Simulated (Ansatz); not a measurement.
Set up this calculation in Ansatz 0.2.0, as the native input.

| Quantity | Value |
| --- | --- |
| Task | relaxation of cell and atoms |
| Functional | revPBE |
| Dispersion | D3(BJ) |
| Potentials or basis | Ansatz PAW |
| Cutoff | 420 eV (not typed: the program's choice for these potentials) |
| k mesh | 11 × 11 × 11 |
| Occupations | fermi-dirac, width 0.05 eV |
| Spin | no spin polarisation |

Au:

```
Au
1.0
     0.00000    2.03500    2.03500
     2.03500    0.00000    2.03500
     2.03500    2.03500    0.00000
Au
1
Cartesian
  0.0000 0.0000 0.0000
```

The input as run:

input.yaml

```yaml
crystal:
  lattice:
    - [0.0, 2.035, 2.035]
    - [2.035, 0.0, 2.035]
    - [2.035, 2.035, 0.0]
  atoms:
    - { symbol: Au, position: [0.0, 0.0, 0.0] }
hamiltonian:
  xc: revpbe
  pseudopotentials: { kind: paw }
  dispersion: d3bj
kpoints:
  mp_grid: { grid: [11, 11, 11] }
scf:
  occupations: { method: fermi_dirac, width: 0.05 }
output:
  forces: true
  stress: true
relax:
  f_tol: 0.01
  max_steps: 40
  cell: { stress_tol: 0.05 }
```

Potentials or basis: Ansatz PAW.

Launch:

```console
$ ansatz run input.yaml --threads 2 --pin off --max-ram 5120MiB --backend cpu --events-out ev --progress --plain --runs-dir out
```

Results of the run:

| Quantity | Value |
| --- | --- |
| Relaxed volume | 16.96 Å³/atom |
| Relaxed cell | a = 2.884 Å, b = 2.884 Å, c = 2.884 Å, α = 60.00°, β = 60.00°, γ = 60.00° |
| Space group after relaxing (to 0.05 Å) | Fm-3m (No. 225) |
| Energy gained by relaxing | 0.3 meV/atom |
| Ionic steps | 3 |
| Pressure after relaxing | 0.0 GPa |

Caveat: the plane-wave basis is chosen anew once the cell has moved, so the energies of steps on either side of that aren't comparable; the PAW data sets come from PBE, with cores solved anew for the run's functional, which leaves a small shift of forces and pressure.

Run time: 1.8 s on 2 threads of Arm Neoverse V1, with other jobs on the host, peak memory 0.27 GiB.
